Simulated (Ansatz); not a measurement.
**MnS (F-43m): energies of magnetic orders**

One table from this session's results is given with a row withheld; the runs are named, their logs left out.

Program: Ansatz 0.2.0. Level of theory: DFT PBE, scalar-relativistic, plane waves, PAW. These are calculated values, not measurements.

## Starting point

It takes space group F-43m (No. 216, cubic). The conventional cell has a = 5.645 Å, b = 5.645 Å, c = 5.645 Å, α = 90.00°, β = 90.00°, γ = 90.00°. Mn (site symmetry -43m) has 4 S at 2.44 Å as nearest neighbours. Around S (site symmetry -43m) lie 4 Mn at 2.44 Å.

As a file:

```cif
data_structure
_symmetry_space_group_name_H-M 'F-43m'
_symmetry_Int_Tables_number 216
_cell_length_a 5.6446
_cell_length_b 5.6446
_cell_length_c 5.6446
_cell_angle_alpha 90.000
_cell_angle_beta 90.000
_cell_angle_gamma 90.000
_cell_volume 179.85
loop_
_atom_site_label
_atom_site_type_symbol
_atom_site_symmetry_multiplicity
_atom_site_Wyckoff_symbol
_atom_site_fract_x
_atom_site_fract_y
_atom_site_fract_z
_atom_site_occupancy
Mn1 Mn 4 a 0.00000 0.00000 0.00000 1
S1 S 4 d 0.25000 0.25000 0.75000 1
```

An earlier run at PBE left this cell at 22.481 Å³/atom and 0.01 GPa (10×10×10 mesh).

The first run:

Contents of input.yaml:

```yaml
crystal:
  lattice:
    - [0.0, 2.8223248431, -2.8223248431]
    - [0.0, 2.8223248431, 2.8223248431]
    - [5.6446496862, 0.0, 0.0]
  atoms:
    - { symbol: Mn, position: [0.0, 0.0, 0.0], spin: 5.0 }
    - { symbol: S, position: [0.0, 0.5, 0.25] }
    - { symbol: Mn, position: [0.5, 0.5, 0.5], spin: 5.0 }
    - { symbol: S, position: [0.5, 1.0, 0.75] }
basis:
  ecutwfc: 420
  ecutrho_ratio: 4
kpoints:
  mp_grid: { grid: [8, 8, 6] }
hamiltonian:
  xc: pbe
scf:
  occupations: { method: gaussian, width: 0.05 }
  lower_state_search: "off"
output:
  forces: true
  stress: true
  eigenvalues: true
  populations: true
magnetization:
  spin_polarized: true
```

Command:

```console
ansatz run input.yaml --threads 2 --pin off --max-ram 5120MiB --backend cpu --events-out ev --progress --plain --runs-dir out
```

Steps of the session up to this table: Ferromagnetic, larger cell; Antiferromagnetic, propagation vector (1, 0, 0); Antiferromagnetic, propagation vector (1/2, 1/2, 1/2); No spin polarisation.

One of the session's tables, all rows but one given; the rest of the session is left out.

| order | above the lowest (meV/atom) | largest moment (μB) | pressure (GPa) | gap on the mesh (eV) |
| --- | --- | --- | --- | --- |
| ferromagnetic | 135.2 | 4.21 | 0.0 | 0.00 |
| antiferromagnetic, propagation vector (1, 0, 0) | 0.0 | 4.02 | -4.1 | 1.43 |
| antiferromagnetic, propagation vector (1/2, 1/2, 1/2) | ? | ? | ? | ? |
| no spin polarisation | 998.7 | 0.00 | -21.3 | 0.00 |

**Question.** Estimate the row for antiferromagnetic, propagation vector (1/2, 1/2, 1/2).

**Answer.** above the lowest (meV/atom): 29.6; largest moment (μB): 4.06; pressure (GPa): -3.3; gap on the mesh (eV): 0.90. In the column «above the lowest (meV/atom)» it lies between antiferromagnetic, propagation vector (1, 0, 0) (0.0) and ferromagnetic (135.2).

The first row is the run of the earlier session that started with parallel moments (-2400.9242 eV/atom).

Caveats from the session: Only these orders were tried, at zero temperature; the one found in experiment may not be among them.
